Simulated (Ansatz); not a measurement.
Computed energy over volume and axial ratio: Sb2Te3 (Bi2Te3 type, space group R-3m)

Sb₂Te₃ (Bi2Te3 type, space group R-3m)

```cif
data_Sb6Te9
_chemical_formula_sum 'Sb6 Te9'
_space_group_name_H-M_alt 'R-3m :H'
_space_group_IT_number 166
_space_group_name_Hall '-R 3 2"'
_cell_length_a 4.21046
_cell_length_b 4.21046
_cell_length_c 29.18966
_cell_angle_alpha 90.000
_cell_angle_beta 90.000
_cell_angle_gamma 120.000
loop_
_atom_site_label
_atom_site_type_symbol
_atom_site_symmetry_multiplicity
_atom_site_Wyckoff_symbol
_atom_site_fract_x
_atom_site_fract_y
_atom_site_fract_z
_atom_site_occupancy
Sb1 Sb 6 c 0.00000 0.00000 0.39962 1
Te1 Te 3 a 0.00000 0.00000 0.00000 1
Te2 Te 6 c 0.00000 0.00000 0.20834 1
```
(The calculation used a cell of 5 atoms; values per cell refer to that cell.)

The relaxed cell is deformed in two ways at once: its volume V is scaled, and at that volume it is stretched along z (the c axis of the conventional cell) so that c/a changes. Fractional atomic positions are held.

All values below come from PBEsol-D3(BJ) (plane waves to 420 eV, PAW, scalar-relativistic; Ansatz, an electronic-structure program). k mesh 9×9×9 (Γ-centred), Fermi-Dirac smearing 0.05 eV. The energy includes the smearing's −TS. Stress and pressure are positive under compression. As the atoms are clamped, bonds stretch with the cell, which overstates energies and stresses. With partly filled bands, the response to shear is sensitive to the k mesh, so small differences along c/a are uncertain. At this level the bands of Sb2Te3 touch or barely overlap; measurements give the solid a gap. Sb2Te3 was relaxed with its symmetry unable to fall. Spin-orbit coupling is left out, though Sb and Te are heavy. The zero of ΔE is the relaxed starting cell.

ΔE (eV/atom), with V/V₀ across and (c/a)/(c/a)₀ down:

```csv
(c/a)/(c/a)₀ \ V/V₀,0.960,0.973,0.987,1.000,1.013,1.027,1.040
0.880,0.044,0.038,0.034,0.032,0.033,0.035,0.039
0.920,0.028,0.022,0.017,0.016,0.016,0.018,0.022
0.960,0.015,0.009,0.006,0.004,0.005,0.007,0.011
1.000,0.010,0.004,0.001,0.000,0.001,0.004,0.009
1.040,0.012,0.007,0.004,0.004,0.005,0.009,0.014
1.080,0.019,0.015,0.013,0.014,0.016,0.021,0.027
1.120,0.032,0.029,0.028,0.030,0.033,0.038,0.045
```

σzz (GPa), with V/V₀ across and (c/a)/(c/a)₀ down:

```csv
(c/a)/(c/a)₀ \ V/V₀,0.960,0.973,0.987,1.000,1.013,1.027,1.040
0.880,5.0,4.0,3.1,2.3,1.5,0.8,0.1
0.920,5.1,4.0,3.0,2.1,1.3,0.5,-0.3
0.960,4.2,3.1,2.1,1.2,0.3,-0.5,-1.2
1.000,3.0,1.9,0.9,0.0,-0.9,-1.7,-2.4
1.040,1.8,0.7,-0.3,-1.2,-2.1,-2.9,-3.7
1.080,0.5,-0.6,-1.6,-2.5,-3.4,-4.2,-4.9
1.120,-0.8,-1.9,-2.9,-3.8,-4.7,-5.5,-6.2
```

Summary:

```
Property                                                             Result
-------------------------  ------------------------------------------------
Lowest place on the grid    V/V₀ = 1.000, (c/a)/(c/a)₀ = 1.000 (0 meV/atom)
Highest place on the grid  V/V₀ = 1.040, (c/a)/(c/a)₀ = 1.120 (45 meV/atom)
```

(Under strain, the slope of the energy per volume gives the stress and its curvature an elastic modulus.)
